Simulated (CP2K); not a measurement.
Runs of CP2K 2026.2 on CdF2. The structure is cubic, space group Fm-3m (No. 225). Conventional cell: a = 5.388 Å, b = 5.388 Å, c = 5.388 Å, α = 90.00°, β = 90.00°, γ = 90.00°. Cd (site symmetry m-3m) is surrounded by 8 F at 2.33 Å. F (site symmetry -43m) has 4 Cd at 2.33 Å as nearest neighbours. 

```csv
task,level,potentials or basis,smearing,EPS_DEFAULT,NGRIDS,CUTOFF of the grids,points a segment of the path (NPOINTS),bands added on the path,gap on the mesh (eV),pressure (GPa)
band structure,PBE,"POTENTIAL_UZH Cd GTH-PBE-q12, F GTH-PBE-q7; TZVP-MOLOPT-PBE-GTH basis",fermi-dirac 0.0259 eV,1.0E-9,4,750 Ry,8,4,3.10,6.5
single point,PBE,"POTENTIAL_UZH Cd GTH-PBE-q12, F GTH-PBE-q7; TZVP-MOLOPT-PBE-GTH basis",fermi-dirac 0.05 eV,1.0E-10,4,750 Ry,-,-,3.10,6.5
band structure,LDA,"GTH_POTENTIALS Cd GTH-PADE-q12, F GTH-PADE-q7; TZVP-MOLOPT-PBE-GTH basis",fermi-dirac 0.01 eV,1.0E-9,5,750 Ry,10,6,2.79,-4.3
band structure,r2SCAN,"POTENTIAL_UZH Cd GTH-SCAN-q12, F GTH-SCAN-q7; TZVP-MOLOPT-SCAN-GTH basis",fermi-dirac 0.01 eV,1.0E-9,5,1100 Ry,8,6,(b),(a)
band structure,TASK,"POTENTIAL_UZH Cd GTH-SCAN-q12, F GTH-SCAN-q7; TZVP-MOLOPT-SCAN-GTH basis",fermi-dirac 0.05 eV,1.0E-9,4,1100 Ry,8,6,4.65,11.9
band structure,PBEsol,"POTENTIAL_UZH Cd GTH-PBE-q12, F GTH-PBE-q7; TZVP-MOLOPT-PBE-GTH basis",fermi-dirac 0.05 eV,1.0E-9,4,750 Ry,10,2,2.89,1.4
band structure,LDA,"GTH_POTENTIALS Cd GTH-PADE-q12, F GTH-PADE-q7; TZVP-MOLOPT-PBE-GTH basis",fermi-dirac 0.01 eV,1.0E-10,4,750 Ry,6,4,2.79,-4.3
```

Alike in all rows: no spin polarisation; cell as given; k mesh 9 × 9 × 9.

Question: Fill in the values left out.

Answer: (a) 1.7; (b) 3.71.

Caveats: the basis of atomic orbitals isn't converged, which shifts pressures, moduli and gaps; the potentials were made for another functional, which shifts forces and pressure (some runs); an odd mesh through Γ misses points on the zone boundary, where band edges often lie (some runs).

A k mesh can miss the band edges, and the runs leave out spin-orbit coupling on Cd.

Not every run made on this cell is shown here.
